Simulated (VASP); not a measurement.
**CaF2 (Fluorite): phonons with PBE**

CaF2 (Fluorite):

```
Ca F
1.0
     0.00000    2.75666    2.75666
     2.75666    0.00000    2.75666
     2.75666    2.75666    0.00000
Ca F
1 2
Direct
  0.00000 0.00000 0.00000
  0.25000 0.25000 0.25000
  0.75000 0.75000 0.75000
```

- Program: VASP 6.6.1
- Task: phonons
- Functional: PBE
- Potentials or basis: VASP PAW PBE potentials, release 64 (Ca_sv, F)
- Cutoff: 600 eV
- k mesh: 8 × 8 × 8
- Occupations: gaussian, width 0.03 eV
- Spin: no spin polarisation
- By perturbation theory: no
- Further INCAR settings: ALGO = Normal; EDIFF = 1e-08; IBRION = 6; POTIM = 0.015; NSW = 1

```yaml
Highest_phonon_frequency_at_Γ_LO-TO_splitting_left_out: 308 cm⁻¹
```

Phonon frequencies in cm⁻¹ (negative: imaginary):
| q point | frequencies |
| --- | --- |
| (0.000, 0.000, 0.000) | 0 0 0 235 235 235 308 308 308 |

Run time: 54 s on 2 MPI ranks on Intel(R) Xeon(R) 6975P-C (Granite Rapids) (shared host), peak memory 0.26 GiB a rank.
